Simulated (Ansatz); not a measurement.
Runs of Ansatz 0.2.0 on FeO (Wuestite). Symmetry: Fm-3m, No. 225, cubic system. Conventional cell: a = 4.311 Å, b = 4.311 Å, c = 4.311 Å, α = 90.00°, β = 90.00°, γ = 90.00°. Around Fe (site symmetry m-3m) lie 6 O at 2.16 Å. Around O (site symmetry m-3m) lie 6 Fe at 2.16 Å. 

| task | level | potentials or basis | cell | k mesh | cutoff (eV) | smearing | points for each segment of the path | mesh quality | pressure (GPa) | moment (μB) | V0 of scaled cells (Å³/atom) | relaxed volume (Å³/atom) | B0 (GPa) |
| --- | --- | --- | --- | --- | --- | --- | --- | --- | --- | --- | --- | --- | --- |
| relaxation of cell and atoms | RPBE+D3(BJ) | Ansatz PAW | relaxed | 11 × 11 × 11 | 420 | fermi-dirac 0.05 eV | - | not flagged | 0.0 | 4.00 | - | 9.46 | - |
| equation of state | r2SCANh | Ansatz PAW | as given | 6 × 6 × 6 | 500 | fermi-dirac 0.05 eV | - | coarse | - | - | (b) | - | 209 |
| relaxation of cell and atoms | SVWN5 | JTH PAW LDA | relaxed | 11 × 11 × 11 | 1380 | cold 0.01 eV | - | not flagged | 0.0 | 3.85 | - | 9.13 | - |
| band structure | HSE03 | Ansatz PAW | as given | 6 × 6 × 6 | 420 | fermi-dirac 0.05 eV | 4 | coarse | - | 4.01 | - | - | - |
| equation of state | HSE06 | Ansatz PAW | as given | 6 × 6 × 6 | 420 | fermi-dirac 0.05 eV | - | coarse | - | - | (a) | - | 209 |

Alike in all rows: spin collinear, ferromagnetic start.

**Question.** Fill in the values left out.

**Answer.** (a) 9.63; (b) 9.60.

Caveats: some runs use coarse meshes; the PAW data sets come from PBE, with cores solved anew for the run's functional, which leaves a small shift of forces and pressure (some runs); a cell with one magnetic atom can't hold antiferromagnetic order, which such compounds often take (some runs); the magnetic or orbital state may not be the lowest (some runs); the plane-wave basis is chosen anew once the cell has moved, so the energies of steps on either side of that aren't comparable (some runs); the potentials were made for another functional, which shifts forces and pressure (some runs).

Not every run made on this cell is shown here.
